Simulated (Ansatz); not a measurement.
ZnO (wurtzite) at its r2SCAN geometry, run in Ansatz 0.2.0 at 2 levels of theory. No spin polarisation and no zero-point or thermal motion.

The HSE06 input:
```yaml
crystal:
  lattice:
    - [3.2353408559, 0.0, 0.0]
    - [-1.6176704279, 2.8018873711, 0.0]
    - [0.0, 0.0, 5.2109518619]
  atoms:
    - { symbol: Zn, position: [0.3333333333, 0.6666666667, -0.0023477509] }
    - { symbol: Zn, position: [0.6666666667, 0.3333333333, 0.4976522491] }
    - { symbol: O, position: [0.3333333333, 0.6666666667, 0.3773477509] }
    - { symbol: O, position: [0.6666666667, 0.3333333333, 0.8773477509] }
kpoints:
  mp_grid: { grid: [6, 6, 4] }
  band_path:
    path:
      - [0.0, 0.0, 0.0]
      - [0.5, 0.0, 0.0]
      - [0.3333333333, 0.3333333333, 0.0]
      - [0.0, 0.0, 0.5]
      - [0.5, 0.0, 0.5]
      - [0.3333333333, 0.3333333333, 0.5]
    npoints: 1
hamiltonian:
  xc: hse06
scf:
  occupations: { method: fixed }
  n_extra_bands: 5
output:
  forces: true
  stress: true
  eigenvalues: true
```

Main results, then, where recorded, the levels near the gap in eV from the Fermi energy (columns number the bands from 0), one row a point of the path (Γ, M, K, A, L, H):
```
Crystal: 4 atoms, lattice volume = 47.238 Å³
Symmetry: 12 space group operations
Space group: P63mc (ITA 186)
```
```
Basis set: ecut = 420 eV, 941 PW (Γ)
k-points: 21 of 144 (time reversal used)
SCF 1 stopped early in 3 iterations: F = -7773.665140 eV  dr2 = 1.26e-5
Exchange kernel: α = 0.2500, screened, ω = 0.2079 Å⁻¹, Wigner–Seitz truncation, v(0) = 1044.5270 eV·Å³, q-mesh 6×6×4
SCF 2 stopped early in 7 iterations: F = -7773.413214 eV  dr2 = 1.74e-6
hybrid outer 1: dexx = +2.423e-2 eV, tail = 9.25e-5 eV
SCF 3 converged in 5 iterations: F = -7773.411932 eV  dr2 = 4.87e-9
hybrid outer 2: dexx = +1.551e-6 eV, tail = 4.02e-8 eV, Δε = 5.16e-3 eV, ΔF = 9.42e-4 eV/Å
Free energy (F): -7773.411932 eV
Fermi energy:    6.049373 eV
--- Forces (eV/Å), atoms counted from 1 ---
  atom   1  Zn      0.00000      0.00000    -0.00755
  atom   2  Zn      0.00000      0.00000    -0.00755
  atom   3  O       0.00000      0.00000      0.00752
  atom   4  O       0.00000      0.00000      0.00752
--- Stress (GPa, compression-positive) ---
        1.727043       0.000000       0.000000
        0.000000       1.727043       0.000000
        0.000000       0.000000       1.504283
  P = ⅓ Tr σ = 1.6528 GPa (16.528 kbar)
```
```tsv
band_14	band_15	band_16	band_17	band_18	band_19	band_20
-0.852	-0.076	0.000	0.000	2.532	7.285	10.334
-3.073	-2.397	-1.408	-0.889	7.858	8.720	9.432
-3.926	-2.107	-2.107	-1.882	9.414	9.994	9.994
-0.422	-0.422	-0.422	-0.422	5.291	5.291	12.239
-1.613	-1.613	-1.465	-1.465	7.575	7.575	10.769
-2.969	-2.969	-1.306	-1.306	9.891	9.891	10.095
```

The HSE06 gap is direct at Γ: 2.53 eV.

Problem. In the first input these blocks are replaced (the band path and keys that only write files left aside):
```yaml
hamiltonian:
  xc: pbe0
```
What comes out?

Solution.
```
Basis set: ecut = 420 eV, 941 PW (Γ)
k-points: 21 of 144 (time reversal used)
SCF 1 stopped early in 3 iterations: F = -7773.663754 eV  dr2 = 1.20e-5
SCF 2 stopped early in 7 iterations: F = -7773.732032 eV  dr2 = 5.36e-6
hybrid outer 1: dexx = +3.202e-2 eV, tail = 1.03e-4 eV
SCF 3 converged in 6 iterations: F = -7773.730914 eV  dr2 = 1.45e-10
hybrid outer 2: dexx = +1.670e-6 eV, tail = 3.56e-8 eV, Δε = 5.26e-3 eV, ΔF = 7.26e-4 eV/Å
Free energy (F): -7773.730914 eV
Fermi energy:    5.657183 eV
--- Forces (eV/Å), atoms counted from 1 ---
  atom   1  Zn      0.00000      0.00000    -0.00692
  atom   2  Zn      0.00000      0.00000    -0.00692
  atom   3  O       0.00000      0.00000      0.00691
  atom   4  O       0.00000      0.00000      0.00691
--- Stress (GPa, compression-positive) ---
        1.495724       0.000000       0.000000
        0.000000       1.495724       0.000000
        0.000000       0.000000       1.295570
  P = ⅓ Tr σ = 1.4290 GPa (14.290 kbar)
```
```tsv
band_14	band_15	band_16	band_17	band_18	band_19	band_20
-0.865	-0.074	0.000	0.000	3.220	8.023	11.093
-3.102	-2.417	-1.430	-0.902	8.608	9.460	10.173
-3.960	-2.132	-2.132	-1.905	10.146	10.757	10.757
-0.431	-0.431	-0.431	-0.431	6.028	6.028	12.991
-1.630	-1.630	-1.482	-1.482	8.309	8.309	11.533
-3.002	-3.002	-1.320	-1.320	10.636	10.636	10.845
```
PBE0 gives a direct gap of 3.22 eV at Γ. The mean pressure is +1.4 GPa (compression positive), so PBE0 would enlarge the cell's volume. (The program warns that its thresholds are loose for a hybrid's stress.)

Totals of different functionals can't be compared.

The meshes of the hybrids are coarse, so their gaps aren't converged to the digits shown.
